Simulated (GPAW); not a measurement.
# BAs (Pm-3m) in GPAW: notebook

Aim: see how the results for BAs move with the level of theory and the settings. Levels: r2SCAN, TPSS. Tasks: single point.

All numbers are computed with GPAW 26.7.0; they aren't measurements. Logs are shortened: lines on timing, memory, paths and dates and some standing lists are left out, and cuts for length are marked. The log counts tension as positive stress, the text compression.

## 1. The structure

It takes space group Pm-3m (No. 221, cubic). The conventional cell has a = 2.934 Å, b = 2.934 Å, c = 2.934 Å, α = 90.00°, β = 90.00°, γ = 90.00°. Around B (site symmetry m-3m) lie 8 As at 2.54 Å. As (site symmetry m-3m) is surrounded by 8 B at 2.54 Å.

The cell was built by a generator and needn't be a form met in nature.

## 2. Single point, r2SCAN

File run.py:

```python
from ase.dft.bandgap import bandgap
from ase.io import read, write
from ase.units import GPa
from gpaw import GPAW, PW

atoms = read('POSCAR')

calc = GPAW(mode=PW(800),
            xc='MGGA_X_R2SCAN+MGGA_C_R2SCAN',
            kpts={'size': (9, 9, 9), 'gamma': True},
            occupations={'name': 'fermi-dirac', 'width': 0.05},
            nbands=11,
            convergence={'density': 1e-05, 'energy': 1e-05},
            maxiter=150,
            txt='gpaw.txt')
atoms.calc = calc
energy = atoms.get_potential_energy()
forces = atoms.get_forces()
stress = atoms.get_stress()
calc.write('gs.gpw')
write('result.traj', atoms)
print(f'Energy: {energy:.6f} eV')
print('Forces (eV/A):')
print(forces.round(4))
print('Stress (GPa):', (stress / GPa).round(3))
print('Fermi level:', round(calc.get_fermi_level(), 4), 'eV')
print(f'Gap: {bandgap(calc)[0]:.4f} eV, direct: {bandgap(calc, direct=True)[0]:.4f} eV')
```

File POSCAR:

```
BAs
1.0
    2.9343700000      0.0000000000      0.0000000000
    0.0000000000      2.9343700000      0.0000000000
    0.0000000000      0.0000000000      2.9343700000
B As
1 1
Direct
    0.5000000000      0.5000000000      0.5000000000
    0.0000000000      0.0000000000      0.0000000000
```

Potentials or basis: GPAW PAW data sets (gpaw-data 1.2.1), pw.

Started as:

```bash
$ OMP_NUM_THREADS=1 python run.py
```

gpaw.txt:

```text
__  _  _
 | _ |_)|_||  |
 |__||  | ||/\| - 26.7.0

Input parameters:
  mode=PW(ecut=800.0),
  convergence={'density': 1e-05, 'energy': 1e-05},
  kpts=MonkhorstPack(size=(9, 9, 9), gamma=True),
  maxiter=150,
  nbands=11,
  occupations=Occupations(name='fermi-dirac', width=0.05),
  xc=XC(name='MGGA_X_R2SCAN+MGGA_C_R2SCAN')

Diagonalizing LCAO Hamiltonian
Converting LCAO to pw mode
   .------.
  /|      |
 * |      |
 | | B    |
 | .------.
 |/      /
 As-----*

Atoms  # Å, Bohr magnetons
|   | symbol |        x |        y |        z |    initial magnetic moments |
|---|--------|----------|----------|----------|-----------------------------|
| 0 |      B | 1.467185 | 1.467185 | 1.467185 | ( 0.0000,  0.0000,  0.0000) |
| 1 |     As | 0.000000 | 0.000000 | 0.000000 | ( 0.0000,  0.0000,  0.0000) |

Unit cell  # Å
| periodic |        x |        y |        z |  lengths |    angles |
|----------|----------|----------|----------|----------|-----------|
|      yes | 2.934370 | 0.000000 | 0.000000 | 2.934370 | 90.000000 |
|      yes | 0.000000 | 2.934370 | 0.000000 | 2.934370 | 90.000000 |
|      yes | 0.000000 | 0.000000 | 2.934370 | 2.934370 | 90.000000 |

Number of symmetries: 48
Symmetry operations  # r_c * U_cc + t_c -> r_c
|    | kind |            matrix            |
|----|------|------------------------------|
|  0 |  E   |  1, 0, 0,  0, 1, 0,  0, 0, 1 |
|  1 |  σ   |  1, 0, 0,  0, 1, 0,  0, 0,-1 |
|  2 |  σ   |  1, 0, 0,  0, 0, 1,  0, 1, 0 |
|  3 |  C4  |  1, 0, 0,  0, 0, 1,  0,-1, 0 |
|  4 |  C4  |  1, 0, 0,  0, 0,-1,  0, 1, 0 |
|  5 |  σ   |  1, 0, 0,  0, 0,-1,  0,-1, 0 |
|  6 |  σ   |  1, 0, 0,  0,-1, 0,  0, 0, 1 |
|  7 |  C2  |  1, 0, 0,  0,-1, 0,  0, 0,-1 |
|  8 |  σ   |  0, 1, 0,  1, 0, 0,  0, 0, 1 |
|  9 |  C2  |  0, 1, 0,  1, 0, 0,  0, 0,-1 |
| 10 |  C3  |  0, 1, 0,  0, 0, 1,  1, 0, 0 |
| 11 |  S6  |  0, 1, 0,  0, 0, 1, -1, 0, 0 |
| 12 |  S6  |  0, 1, 0,  0, 0,-1,  1, 0, 0 |
| 13 |  C3  |  0, 1, 0,  0, 0,-1, -1, 0, 0 |
| 14 |  C4  |  0, 1, 0, -1, 0, 0,  0, 0, 1 |
| 15 |  S4  |  0, 1, 0, -1, 0, 0,  0, 0,-1 |
| 16 |  C3  |  0, 0, 1,  1, 0, 0,  0, 1, 0 |
| 17 |  S6  |  0, 0, 1,  1, 0, 0,  0,-1, 0 |
| 18 |  σ   |  0, 0, 1,  0, 1, 0,  1, 0, 0 |
| 19 |  C4  |  0, 0, 1,  0, 1, 0, -1, 0, 0 |
| 20 |  C2  |  0, 0, 1,  0,-1, 0,  1, 0, 0 |
| 21 |  S4  |  0, 0, 1,  0,-1, 0, -1, 0, 0 |
| 22 |  S6  |  0, 0, 1, -1, 0, 0,  0, 1, 0 |
| 23 |  C3  |  0, 0, 1, -1, 0, 0,  0,-1, 0 |
| 24 |  S6  |  0, 0,-1,  1, 0, 0,  0, 1, 0 |
| 25 |  C3  |  0, 0,-1,  1, 0, 0,  0,-1, 0 |
| 26 |  C4  |  0, 0,-1,  0, 1, 0,  1, 0, 0 |
| 27 |  σ   |  0, 0,-1,  0, 1, 0, -1, 0, 0 |
| 28 |  S4  |  0, 0,-1,  0,-1, 0,  1, 0, 0 |
| 29 |  C2  |  0, 0,-1,  0,-1, 0, -1, 0, 0 |
| 30 |  C3  |  0, 0,-1, -1, 0, 0,  0, 1, 0 |
| 31 |  S6  |  0, 0,-1, -1, 0, 0,  0,-1, 0 |
| 32 |  C4  |  0,-1, 0,  1, 0, 0,  0, 0, 1 |
| 33 |  S4  |  0,-1, 0,  1, 0, 0,  0, 0,-1 |
| 34 |  S6  |  0,-1, 0,  0, 0, 1,  1, 0, 0 |
| 35 |  C3  |  0,-1, 0,  0, 0, 1, -1, 0, 0 |
| 36 |  C3  |  0,-1, 0,  0, 0,-1,  1, 0, 0 |
| 37 |  S6  |  0,-1, 0,  0, 0,-1, -1, 0, 0 |
| 38 |  σ   |  0,-1, 0, -1, 0, 0,  0, 0, 1 |
| 39 |  C2  |  0,-1, 0, -1, 0, 0,  0, 0,-1 |
| 40 |  σ   | -1, 0, 0,  0, 1, 0,  0, 0, 1 |
| 41 |  C2  | -1, 0, 0,  0, 1, 0,  0, 0,-1 |
| 42 |  C2  | -1, 0, 0,  0, 0, 1,  0, 1, 0 |
| 43 |  S4  | -1, 0, 0,  0, 0, 1,  0,-1, 0 |
| 44 |  S4  | -1, 0, 0,  0, 0,-1,  0, 1, 0 |
| 45 |  C2  | -1, 0, 0,  0, 0,-1,  0,-1, 0 |
| 46 |  C2  | -1, 0, 0,  0,-1, 0,  0, 0, 1 |
| 47 |  i   | -1, 0, 0,  0,-1, 0,  0, 0,-1 |

BZ-sampling:
  Number of BZ points: 729
  Number of IBZ points: 35

  Monkhorst-Pack size: [9, 9, 9]
  Monkhorst-Pack shift: [0, 0, 0]

K-points  # in reciprocal-cell coordinates
|     |                                coordinates |     weight |
|-----|--------------------------------------------|------------|
|   0 | (  0.00000000,   0.00000000,   0.00000000) | 0.00137174 |
|   1 | (  0.11111111,   0.00000000,   0.00000000) | 0.00823045 |
|   2 | (  0.11111111,   0.11111111,   0.00000000) | 0.01646091 |
|   3 | (  0.11111111,   0.11111111,   0.11111111) | 0.01097394 |
|   4 | (  0.22222222,   0.00000000,   0.00000000) | 0.00823045 |
|   5 | (  0.22222222,   0.11111111,   0.00000000) | 0.03292181 |
|   6 | (  0.22222222,   0.11111111,   0.11111111) | 0.03292181 |
|   7 | (  0.22222222,   0.22222222,   0.00000000) | 0.01646091 |
|   8 | (  0.22222222,   0.22222222,   0.11111111) | 0.03292181 |
|   9 | (  0.22222222,   0.22222222,   0.22222222) | 0.01097394 |
| ... |                                            |            |
|  34 | (  0.44444444,   0.44444444,   0.44444444) | 0.01097394 |

Plane wave coefficients: 1325
Cutoff: 800.0 eV

Spin-components: 1 (collinear spins)
Bands:           11
Projectors:      10
Spin-degeneracy: 2
Datatype:        complex128

Parallelization:
  kpt:    1
  domain: 1
  band:   1

Density:
  Valence electrons: 8.0
  Components: 1
  Grid points: [20 20 20]
  Charge: 0.0  # |e|

Potential:
  Grid points: [20 20 20]

species:
  B:
    name:    Boron
    Z:       5.0
    valence: 3
    core:    2
    charge:  0.0  # [|e|]
    compensation charges:
      type: gauss
      rc: 0.20  # [Å]
      lmax: 2
    cutoffs:
      filter: 1.14  # [Å]
      core: 1.38  # [Å]
    projectors
    | kind |    occ | energy [eV] | rcut [Å] |
    |------|--------|-------------|----------|
    |   2s |  2.000 |      -9.443 |    0.635 |
    |   2p |  1.000 |      -3.606 |    0.635 |
    |    s |        |      17.768 |    0.635 |
    |    p |        |      23.605 |    0.635 |
    |    d |        |       0.000 |    0.635 |

    Using partial waves for B as LCAO basis

  As:
    name:    Arsenic
    Z:       33.0
    valence: 5
    core:    28
    charge:  0.0  # [|e|]
    compensation charges:
      type: gauss
      rc: 0.33  # [Å]
      lmax: 2
    cutoffs:
      filter: 1.87  # [Å]
      core: 2.96  # [Å]
    projectors
    | kind |    occ | energy [eV] | rcut [Å] |
    |------|--------|-------------|----------|
    |   4s |  2.000 |     -14.487 |    1.058 |
    |   4p |  3.000 |      -5.196 |    1.058 |
    |    s |        |      12.725 |    1.058 |
    |    p |        |      22.016 |    1.058 |
    |    d |        |       0.000 |    1.058 |

    Using partial waves for As as LCAO basis

Reference energy: -62172.463167  # eV

eigensolver:
  PPCG
  Converge bands: occupied
  niter=2

density mixing:
  MSR1-Mixer
  Pratt-step length: 0.05
  Maximum mixing coefficient: 0.75
  Old densities: 10
  SVD Regularization: 0.005
  Good broyden scale: 1.0
  Trust region scale: 1.0
  Backstep threshold: 4.0
  History deletion threshold: 6.0
  Fourier metric: weight=20.0, sigma=0.015

occupation numbers:
  Fermi-Dirac:
    width: 0.0500  # eV

poisson solver:
  ecut: 6400.0  # eV

xc functional:
  name: MGGA_X_R2SCAN+MGGA_C_R2SCAN with 2 nearest neighbor stencil

convergence criteria:
- Maximum integral of absolute [dens]ity change: 1e-05 electrons / valence electron
- Maximum [total energy] change in last 3 cyles: 1e-05 eV / valence electron
- Maximum integral of absolute [eigenst]ate change: 4e-08 eV^2 / valence electron
maximum number of iterations: 150

SCF iterations
|iter     | |      energy | eigst |  dens |
|---------|-|-------------|-------|-------|
|iter:   1| |  -18.522252 | -0.29 |       |
|iter:   2| |  -17.140940 | -1.91 | -1.19 |
|iter:   3| |  -17.113677 | -2.76 | -1.25 |
|iter:   4| |  -17.111258 | -3.66 | -1.80 |
|iter:   5| |  -17.110935 | -4.10 | -2.08 |
|iter:   6| |  -17.110992 | -5.36 | -2.89 |
|iter:   7| |  -17.110997c| -5.91 | -3.56 |
|iter:   8| |  -17.110998c| -7.98c| -4.44 |
|iter:   9| |  -17.110998c| -7.83c| -4.94 |
|iter:  10| |  -17.110998c| -9.25c| -5.68c|

Converged in 10 steps
Energy contributions relative to reference atoms: (reference = -62172.463167)

Energy contributions:
  Kinetic:           7.163707
  Coulomb:          -5.043390
  Zero:             -0.118506
  External:          0.000000
  Xc:              -19.108225
  Entropy:          -0.009168
  Spinorbit:         0.000000
  ----------------------------
  Free energy:     -17.115582
  Extrapolated:    -17.110998

dipole moment: (-9.744297, -9.744297, -9.744297)  # |e|*Ang

Fermi level: 9.024
Eigenvalues  # (at kpt = [0.000, 0.000, 0.000])
| band index |      eig [eV] | occ [0-2] |
|------------|---------------|-----------|
|          0 |        -7.476 |     2.000 |
|          1 |         8.215 |     2.000 |
|          2 |         8.215 |     2.000 |
|          3 |         8.215 |     2.000 |
|          4 |         8.970 |     1.494 |
|          5 |        15.227 |     0.000 |
|          6 |        15.227 |     0.000 |
|          7 |        19.130 |     0.000 |
|          8 |        19.130 |     0.000 |
|          9 |        19.130 |     0.000 |
|         10 |        29.088 |     0.000 |

No gap
No difference between direct/indirect transitions

Forces  # eV/Ang
|        x |        y |        z |
|----------|----------|----------|
| -0.00000 | -0.00000 | -0.00000 |  # B    0
| -0.00000 | -0.00000 |  0.00000 |  # As   1

Stress tensor  # eV/Ang^3
|        x |        y |        z |
|----------|----------|----------|
| 0.001213 | 0.000000 | 0.000000 |
| 0.000000 | 0.001213 | 0.000000 |
| 0.000000 | 0.000000 | 0.001213 |

# Writing to gs.gpw (mode='')
```

Run time: 17 s. Hardware: 1 thread of Arm Neoverse V2, shared host; peak memory 0.2 GiB.

What came out:

| Quantity | Value |
| --- | --- |
| Free energy | -17.1156 eV |
| Pressure | -0.2 GPa |
| Band gap on the k mesh | none (metal or under the smearing width) |

Levels at points of the mesh, in eV from the Fermi level:
| k point | band 1 | band 2 | band 3 | band 4 | band 5 | band 6 | band 7 | band 8 |
| --- | --- | --- | --- | --- | --- | --- | --- | --- |
| (0.00, 0.00, 0.00) | -16.50 | -0.81 | -0.81 | -0.81 | -0.05 | 6.20 | 6.20 | 10.11 |

Caveat: the PAW data sets were made with another functional, which shifts forces and pressure a little.

## 3. Single point, TPSS

run.py: that of step 2 with these lines changed.

```diff
@@ -8,3 +8,3 @@
 calc = GPAW(mode=PW(800),
-            xc='MGGA_X_R2SCAN+MGGA_C_R2SCAN',
+            xc='MGGA_X_TPSS+MGGA_C_TPSS',
             kpts={'size': (9, 9, 9), 'gamma': True},
@@ -13,2 +13,3 @@
             convergence={'density': 1e-05, 'energy': 1e-05},
+            eigensolver='davidson',
             maxiter=150,
```

POSCAR is that of step 2.

Potentials or basis: GPAW PAW data sets (gpaw-data 1.2.1), pw.

Started as:

```bash
$ OMP_NUM_THREADS=1 python run.py
```

Run time: 24 s. Hardware: 1 thread of Arm Neoverse V2, shared host; peak memory 0.2 GiB.

Results (log left out):

```yaml
Free_energy: -17.0531 eV
Pressure: -0.2 GPa
Band_gap_on_the_k_mesh: none (metal or under the smearing width)
```

Levels at points of the mesh, in eV from the Fermi level:
| k point | band 1 | band 2 | band 3 | band 4 | band 5 | band 6 | band 7 | band 8 |
| --- | --- | --- | --- | --- | --- | --- | --- | --- |
| (0.00, 0.00, 0.00) | -15.76 | -0.70 | -0.70 | -0.70 | -0.24 | 5.81 | 5.81 | 9.56 |

Caveat: the PAW data sets were made with another functional, which shifts forces and pressure a little.
